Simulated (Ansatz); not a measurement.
# Ni(100) / 3 layers Cu(100) / Ni(100): resistance against film thickness, part 3 of 3

How does the resistance across the layers grow with the film in Ni(100) / 3 layers Cu(100) / Ni(100)?

Ansatz 0.2.0; Ansatz plane-wave DFT, PBEsol, PAW files, collinear spin; ballistic transport by layer matching (Landauer), zero bias; PAW set soft_1.

So far. Step 5 (With 8 layers, film layers 8): The conductance of the junction is 8.6e14 S/m², 0.33 % under the 8.6e14 S/m² of the last finished run, within the error estimates, leads' steps apart, of 2.4 and 2.5 %. The estimate from the leads' steps, 70 %, is larger still.

**6. With 10 layers, film layers 10**

The stack now holds 10 film layers; the k-mesh follows the cell, and the energies span -0.27 to 0.27 eV.

System of this step: Ni(100) / 10 layers Cu(100) / Ni(100). The cell holds 20 atoms: 10 Ni and 10 Cu. Cell: a = 2.492 Å, b = 2.492 Å, c = 36.640 Å, α = 90.0°, β = 90.0°, γ = 90.0°. It derives from Ni and Cu. Regions: lead, 10 atoms (10 Ni); films, 10 atoms (10 Cu). The structure is stacked along c, and the current runs across the ab planes.

Input file input.yaml:

```yaml
crystal:
  lattice:
    - [2.4918442969, 0.0, 0.0]
    - [0.0, 2.4918442969, 0.0]
    - [0.0, 0.0, 36.6399203215]
  atoms:
    - { symbol: Ni, position: [0.0, 0.0, 0.0240448121], spin: 1.0 }
    - { symbol: Ni, position: [0.5, 0.5, 0.0721344363], spin: 1.0 }
    - { symbol: Ni, position: [0.0, 0.0, 0.1202240606], spin: 1.0 }
    - { symbol: Ni, position: [0.5, 0.5, 0.1683136848], spin: 1.0 }
    - { symbol: Ni, position: [0.0, 0.0, 0.216403309], spin: 1.0 }
    - { symbol: Cu, position: [0.5, 0.5, 0.266403309] }
    - { symbol: Cu, position: [0.0, 0.0, 0.3183136848] }
    - { symbol: Cu, position: [0.5, 0.5, 0.3702240606] }
    - { symbol: Cu, position: [0.0, 0.0, 0.4221344363] }
    - { symbol: Cu, position: [0.5, 0.5, 0.4740448121] }
    - { symbol: Cu, position: [0.0, 0.0, 0.5259551879] }
    - { symbol: Cu, position: [0.5, 0.5, 0.5778655637] }
    - { symbol: Cu, position: [0.0, 0.0, 0.6297759394] }
    - { symbol: Cu, position: [0.5, 0.5, 0.6816863152] }
    - { symbol: Cu, position: [0.0, 0.0, 0.733596691] }
    - { symbol: Ni, position: [0.5, 0.5, 0.783596691], spin: 1.0 }
    - { symbol: Ni, position: [0.0, 0.0, 0.8316863152], spin: 1.0 }
    - { symbol: Ni, position: [0.5, 0.5, 0.8797759394], spin: 1.0 }
    - { symbol: Ni, position: [0.0, 0.0, 0.9278655637], spin: 1.0 }
    - { symbol: Ni, position: [0.5, 0.5, 0.9759551879], spin: 1.0 }
magnetization:
  spin_polarized: true
kpoints:
  mp_grid: { grid: [15, 15, 1] }
hamiltonian:
  xc: pbesol
  pseudopotentials: { kind: paw, azcp: { folder: soft_1 }, xc_functional: pbe }
scf:
  occupations: { method: fermi_dirac, width: 0.1 }
output:
  transmission:
    leads: [[0, 1]]
    kmesh: [30, 30]
    e_range: [-0.27, 0.27]
    de: 0.036
  write_potential: true
  write_density: true
  volumetric_format: npy
```

Launch:

```console
$ ansatz run input.yaml --threads 4 --pin off --max-ram 8192MiB --backend cpu --events-out ev --progress --plain --runs-dir out
```

Numbers of over 12 decimals in the logs are rounded to 6 here.

The log of the run:

```text
[...]
Crystal: 20 atoms, lattice volume = 227.508 Å³
Basis set: ecut = 420 eV, 4403 PW (Γ)
Bands: 228, of which v1, the nominal top of the filled ones, is band 185 counted from 1 (184 counted from 0)
Symmetry: 16 space group operations
[...]
k-points: 36 of 225
[...]
Starting moments: Σ|m| = 10 μB on 10 of 20 sites
[...]
points     : 136, standing for a mesh of 30 x 30
[...]
filled         : 17.9 meV under the level at which it is neutral
    channels       : 7.922222e-1 up, 2.173333e0 down
[...]
slowest decay  : 0.0042 /Å at (0.4000, 0.3667)
  junction   : crystal 0 to crystal 0, 0.69 to 35.57 Å
    transmission   : 7.195500e-1 up, 6.623804e-1 down
[...]
resistance     : 1.8309e-4 Ω µm² beyond half of each lead's own
[key lines of the parts left out:]
SCF converged after 28 iterations
Magnetization: 5.9408 μB (187.9704 up, 182.0296 down)
Free energy (F): -123937.481404 eV
Fermi energy:    16.844516 eV
```

Wall time 5.6 min (4 threads of Arm Neoverse V2, shared host); peak memory 3.1 GiB; 21 min of CPU time.

This step gave:

* free energy: -123937.4814 eV
* energy at zero smearing: -123937.1586 eV
* Fermi energy: 16.84 eV
* magnetization: 5.941 μB
* absolute magnetization: 6.761 μB
* step of the lead's potential: 1.2 meV
* lead conductance per cell: 1.489 G₀
* conductance of the junction: 8.58e14 S/m²
* junction conductance per cell: 0.6879 G₀
* estimated errors of the junction's conductance: 0.2, 0.2, 3.4, 0.6, 0.2 % (energy step, band edges, k-mesh, leads' steps, distance from neutral)
* area resistance that the stack adds (contact term taken off, spin by spin): 0.1831 fΩ m²

Per spin. Transmission, zone mean against energy, zero at the Fermi level:

```tsv
energy (eV)	T up	T down
-0.270	0.639	0.498
-0.234	0.655	0.550
-0.198	0.688	0.540
-0.162	0.697	0.560
-0.126	0.703	0.612
-0.090	0.705	0.630
-0.054	0.706	0.653
-0.018	0.716	0.658
0.018	0.720	0.662
0.054	0.722	0.660
0.090	0.725	0.669
0.126	0.739	0.623
0.162	0.742	0.629
0.198	0.754	0.621
0.234	0.757	0.618
0.270	0.761	0.621
```

The conductance of the junction is 8.6e14 S/m², 0.25 % under the 8.6e14 S/m² of the last finished run, within the error estimates, leads' steps apart, of 2.5 and 3.4 %.

**7. All levels side by side**

Times are for 4 threads of Arm Neoverse V2, shared host. The series side by side:

```tsv
no.	film layers	area resistance that the stack adds (contact term taken off, spin by spin) (fΩ m²)	conductance of the junction (S/m²)	time	memory (GiB)
1	3	0.1829	8.89e14	5.5 min	1.7
2	5	0.1836	8.61e14	4.2 min	2.1
3	6	0.1752	8.63e14	3.9 min	2.1
4	8	0.1774	8.60e14	4.7 min	2.6
5	10	0.1831	8.58e14	5.6 min	3.1
```

**8. With 5 layers**

A repeat with a changed input, to see how far the result depends on it.

This step: Ansatz plane-wave DFT, PBEsol, PAW files, collinear spin; ballistic transport by layer matching (Landauer), zero bias; changed: scf.mixing.algorithm = "broyden", scf.mixing.beta = 0.3, scf.mixing.ndim = 2, crystal.symmetry = {"detect": false}, scf.mixing.preconditioner = "resta"; PAW set soft_1 (Ansatz 0.2.0).

System of this step: Ni(100) / 5 layers Cu(100) / Ni(100). The cell holds 16 atoms: 11 Ni and 5 Cu. Cell: a = 2.492 Å, b = 2.492 Å, c = 28.892 Å, α = 90.0°, β = 90.0°, γ = 90.0°. It derives from Ni and Cu. Regions: lead, 11 atoms (11 Ni); films, 5 atoms (5 Cu). The structure is stacked along c, and the current runs across the ab planes.

input.yaml, the sections that differ from step 6:

```yaml
crystal:
  lattice:
    - [2.4918442969, 0.0, 0.0]
    - [0.0, 2.4918442969, 0.0]
    - [0.0, 0.0, 28.8919601608]
  atoms:
    - { symbol: Ni, position: [0.0, 0.0, 0.030492912], spin: 1.0 }
    - { symbol: Ni, position: [0.5, 0.5, 0.0914787361], spin: 1.0 }
    - { symbol: Ni, position: [0.0, 0.0, 0.1524645602], spin: 1.0 }
    - { symbol: Ni, position: [0.5, 0.5, 0.2134503843], spin: 1.0 }
    - { symbol: Ni, position: [0.0, 0.0, 0.2744362084], spin: 1.0 }
    - { symbol: Cu, position: [0.5, 0.5, 0.337844714] }
    - { symbol: Cu, position: [0.0, 0.0, 0.403675901] }
    - { symbol: Cu, position: [0.5, 0.5, 0.469507088] }
    - { symbol: Cu, position: [0.0, 0.0, 0.535338275] }
    - { symbol: Cu, position: [0.5, 0.5, 0.601169462] }
    - { symbol: Ni, position: [0.0, 0.0, 0.6645779675], spin: 1.0 }
    - { symbol: Ni, position: [0.5, 0.5, 0.7255637916], spin: 1.0 }
    - { symbol: Ni, position: [0.0, 0.0, 0.7865496157], spin: 1.0 }
    - { symbol: Ni, position: [0.5, 0.5, 0.8475354398], spin: 1.0 }
    - { symbol: Ni, position: [0.0, 0.0, 0.9085212639], spin: 1.0 }
    - { symbol: Ni, position: [0.5, 0.5, 0.969507088], spin: 1.0 }
  symmetry: { detect: false }
scf:
  occupations: { method: fermi_dirac, width: 0.1 }
  mixing: { algorithm: broyden, beta: 0.3, ndim: 2, preconditioner: resta }
# magnetization, kpoints, hamiltonian, output: as in step 6
```

The log of the run:

```text
Engine: ansatz 0.2.0, aarch64-unknown-linux-gnu
Pseudopotentials: kind: paw
Pseudopotential: Ni, paw, valence charge 18, recommended cutoff 420 eV (normal), soft_1/Ni.paw.azcp
Pseudopotential: Cu, paw, valence charge 19, recommended cutoff 420 eV (normal), soft_1/Cu.paw.azcp
Functional definition: PBEsol
  exchange = pbesol_x
  correlation = pbesol_c
Crystal: 16 atoms, lattice volume = 179.399 Å³
Basis set: ecut = 420 eV, 3481 PW (Γ)
Bands: 183, of which v1, the nominal top of the filled ones, is band 147 counted from 1 (146 counted from 0)
Symmetry: 1 space group operations
k-points: 113 of 225 (time reversal used)
Non-local potential: Ni, projectors of the file, l = 0: 3, l = 1: 2, l = 2: 3, l = 3: 1
Non-local potential: Cu, projectors of the file, l = 0: 3, l = 1: 2, l = 2: 3, l = 3: 1
PAW form: soft (Blöchl's): semilocal exchange-correlation on the pseudo side does not see the compensation charge
PAW frozen core: Ni, regenerated for the run's functional, and the local potential with it (the file was generated under x = pbe(κ = 0.804, μ = 0.219515), c = pbe(β = 0.066725))
PAW frozen core: Cu, regenerated for the run's functional, and the local potential with it (the file was generated under x = pbe(κ = 0.804, μ = 0.219515), c = pbe(β = 0.066725))
PAW one-centre angular grid: Ni, 590 points (default); XC on 64 Gauss nodes
PAW one-centre angular grid: Cu, 590 points (default); XC on 64 Gauss nodes
Initial density: superposition of atomic densities (chi_scale 0.1, normalization cell)
Starting moments: Σ|m| = 11 μB on 11 of 16 sites
Initial wavefunctions: pseudopotential atomic-orbital guess
Functional: x = pbesol(κ = 0.804, μ = 0.123457), c = pbesol(β = 0.046)
SCF iter   1: F=—  HF=-96795.505675 eV  |F-HF|=—  |Δ(HF+E_count)|=         —  Δρ=2.66e-1 (↑2.42e-1 ↓2.66e-1)  dr2=2.96e3  dr2_m=1.43e1  M=2.044 μB ∫|m|=2.300 μB  β_m=0.37  ethr=3.10e-3  ⟨swp⟩=4.7  Hψ=126670  notcnv=0  defer=1008
Mixer restart at iter 1: flushing history
preconditioner: resta → none: no Penn estimate of ε∞ (the spectrum reads as a metal's), so the residual is mixed unfiltered; type scf.mixing.eps_inf to filter at a value of your own  [metal: Δε(μ)=0.002 eV  Ē_g=8.755 eV  σ=0.100 eV  W_gap=0.01  ℏωp=35.6 eV]
SCF iter   2: F=—  HF=-118365.362581 eV  |F-HF|=—  |Δ(HF+E_count)|=    2.16e4  Δρ=2.29e0 (↑2.29e0 ↓2.15e0)  dr2=1.49e6  dr2_m=1.23e1  M=0.015 μB ∫|m|=0.041 μB  β_m=0.37  ethr=3.10e-3  ⟨swp⟩=43.5  Hψ=1848449  notcnv=18  defer=6498  κ⁻¹=1.0e0(r=1)
SCF iter   3: F=—  HF=-96873.014571 eV  |F-HF|=—  |Δ(HF+E_count)|=    2.15e4  Δρ=2.44e-1 (↑1.90e-1 ↓2.44e-1)  dr2=4.09e3  dr2_m=1.98e1  M=13.066 μB ∫|m|=13.389 μB  β_m=0.69  ethr=3.10e-3  ⟨swp⟩=22.3  Hψ=894412  notcnv=0  defer=5480  κ⁻¹=2.4e-4(r=2)
SCF iter   4: F=—  HF=-96871.463713 eV  |F-HF|=—  |Δ(HF+E_count)|=    1.55e0  Δρ=3.64e-1 (↑1.81e-1 ↓3.64e-1)  dr2=3.84e3  dr2_m=2.47e1  M=9.927 μB ∫|m|=10.165 μB  β_m=0.43  ethr=3.10e-3  ⟨swp⟩=20.5  Hψ=516822  notcnv=2  defer=4246  κ⁻¹=5.1e-3(r=2)
SCF iter   5: F=—  HF=-96878.002193 eV  |F-HF|=—  |Δ(HF+E_count)|=    6.54e0  Δρ=5.49e-1 (↑5.02e-1 ↓5.49e-1)  dr2=9.36e3  dr2_m=1.83e1  M=0.465 μB ∫|m|=1.046 μB  β_m=1.00  ethr=3.10e-3  ⟨swp⟩=16.7  Hψ=335250  notcnv=0  defer=4328  κ⁻¹=6.7e-1(r=2)
SCF iter   6: F=—  HF=-97406.717291 eV  |F-HF|=—  |Δ(HF+E_count)|=    5.29e2  Δρ=7.24e-1 (↑6.65e-1 ↓7.24e-1)  dr2=4.35e4  dr2_m=1.91e1  M=0.256 μB ∫|m|=0.625 μB  β_m=1.00  ethr=3.10e-3  ⟨swp⟩=25.7  Hψ=672259  notcnv=0  defer=4444  κ⁻¹=3.1e-1(r=2)
SCF iter   7: F=—  HF=-108610.523328 eV  |F-HF|=—  |Δ(HF+E_count)|=    1.12e4  Δρ=1.65e0 (↑1.65e0 ↓1.65e0)  dr2=5.31e5  dr2_m=2.45e1  M=0.179 μB ∫|m|=0.388 μB  β_m=0.31  ethr=3.10e-3  ⟨swp⟩=46.0  Hψ=1453256  notcnv=5786  defer=7791  κ⁻¹=2.0e-2(r=2)
SCF iter   8: F=—  HF=-98338.928801 eV  |F-HF|=—  |Δ(HF+E_count)|=    1.03e4  Δρ=9.22e-1 (↑9.22e-1 ↓8.41e-1)  dr2=7.88e4  dr2_m=1.19e1  M=2.056 μB ∫|m|=2.685 μB  β_m=0.33  ethr=3.10e-3  ⟨swp⟩=21.0  Hψ=692552  notcnv=0  defer=6679  κ⁻¹=5.9e-2(r=2)
SCF iter   9: F=—  HF=-98269.417456 eV  |F-HF|=—  |Δ(HF+E_count)|=    6.95e1  Δρ=9.15e-1 (↑9.11e-1 ↓9.15e-1)  dr2=4.40e4  dr2_m=1.21e1  M=2.066 μB ∫|m|=2.256 μB  β_m=0.52  ethr=3.10e-3  ⟨swp⟩=22.5  Hψ=747426  notcnv=0  defer=5778  κ⁻¹=2.2e-1(r=2)
SCF iter  10: F=—  HF=-125191.170551 eV  |F-HF|=—  |Δ(HF+E_count)|=    2.69e4  Δρ=1.68e0 (↑1.67e0 ↓1.68e0)  dr2=6.01e5  dr2_m=3.12e0  M=0.713 μB ∫|m|=1.203 μB  β_m=0.44  ethr=3.10e-3  ⟨swp⟩=46.0  Hψ=1945574  notcnv=12008  defer=7585  κ⁻¹=1.0e-1(r=2)
SCF iter  11: F=—  HF=-106816.472953 eV  |F-HF|=—  |Δ(HF+E_count)|=    1.84e4  Δρ=1.59e0 (↑1.59e0 ↓1.58e0)  dr2=2.95e5  dr2_m=3.24e0  M=0.257 μB ∫|m|=0.754 μB  β_m=0.44  ethr=3.10e-3  ⟨swp⟩=46.0  Hψ=1597806  notcnv=1271  defer=7648  κ⁻¹=7.9e-2(r=2)
```

It took 64 min on 4 threads; peak memory 5 GiB.

Residual by cycle:

cycle, log10 residual and a bar from the least value:
```
        1        3.5 
        2        6.2 ##############################
        3        3.6 ##
        4        3.6 #
        5        4.0 ######
        6        4.6 #############
        7        5.7 #########################
        8        4.9 ################
        9        4.6 #############
       10        5.8 ##########################
       11        5.5 ######################
```

The run was cut off at its time limit.

After 11 cycles the residual stands at 2.9e5.

**9. Outcome**

| Item | Value |
| --- | --- |
| area resistance, 3 layers | 0.183 fΩ m² |
| area resistance, 5 layers | 0.184 fΩ m² |
| area resistance, 6 layers | 0.175 fΩ m² |
| area resistance, 8 layers | 0.177 fΩ m² |
| area resistance, 10 layers | 0.183 fΩ m² |

The stack adds 0.18 fΩ m² with 3 layers and 0.18 fΩ m² with 10. From 5 layers on no step exceeds the two runs' error estimates together, as expected where only the two interfaces scatter; half the mean, 0.090 fΩ m², is a rough coherent figure for one interface. Atoms sit on ideal sites and aren't relaxed. One magnetic start was tried, and the two spins conduct in parallel without mixing. The program's estimate of the error from the leads' steps alone runs to 70 %, although the steps are small; only longer leads would test it. Cu(100) is compressed by 2.5 % in plane to fit Ni(100), at its own atomic volume.

[Logs are printed without paths, hosts, clocks, repeated set-up lines and the standing remarks that a program may print on its own settings, such as how far it seeks lower states.]

[Hosts, paths, dates, database ids (printed as entryN), source tags and the programs' standing remarks are cut or masked in the printed files.]
